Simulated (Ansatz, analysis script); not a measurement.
Free-standing triangular Ru monolayer, spacing 2.603 Å: anisotropy, cost against accuracy. The cell holds 1 atom: 1 Ru. Cell: a = 2.603 Å, b = 2.603 Å, c = 14.000 Å, α = 90.0°, β = 90.0°, γ = 120.0°. An idealised lattice of chosen spacing, in vacuum. Vacuum lies along c. The calculation used PBE, PAW set soft_1; spinors with self-consistent spin–orbit coupling, one run a direction (and 3 further levels or steps) in Ansatz 0.2.0 and analysis script 1, with cutoff 420 eV, 12×12×1 k-mesh, cold occupations, smearing width 0.05 eV, starting moments 1.22 μB in one of its runs. The easy direction among those tried, spin–orbit part is not resolved. The hardest less easiest direction, mesh 12x12x1 is 10.6 meV a cell of 1 atom and the orbital moment of Ru no. 1 along its axis, moments normal is 0.057 μB. The easy direction is not settled; the finest level favours normal, by 10.6 meV a cell against the hardest one tried, on the mesh 12x12x1. The levels disagree on the spin–orbit part's easy direction. Summed by tetrahedra, the force-theorem run makes in plane, along a easiest, so the sums over k are not converged. The program marks its force-theorem result as in doubt. All of this holds for the ferromagnetic order, the only one run; whether the real compound orders so is not tested. The cell was taken as built, with atoms unrelaxed. In doubt: the program's search for lower states was switched off, so a lower magnetic state than those reached may exist.

```
Ru
1.0
     2.60300    0.00000    0.00000
    -1.30150    2.25426    0.00000
     0.00000    0.00000   14.00000
Ru
1
Direct
  0.00000 0.00000 0.50000
```

[Logs and program files are shortened in this print: banners, set-up blocks, solver, clock and traceback lines can be left out without a mark of their own.]

[Logs are printed without paths, hosts, clocks, repeated set-up lines and the standing remarks that a program may print on its own settings, such as how far it seeks lower states.]

[Hosts, paths, dates, database ids (printed as entryN), source tags and the programs' standing remarks are cut or masked in the printed files.]
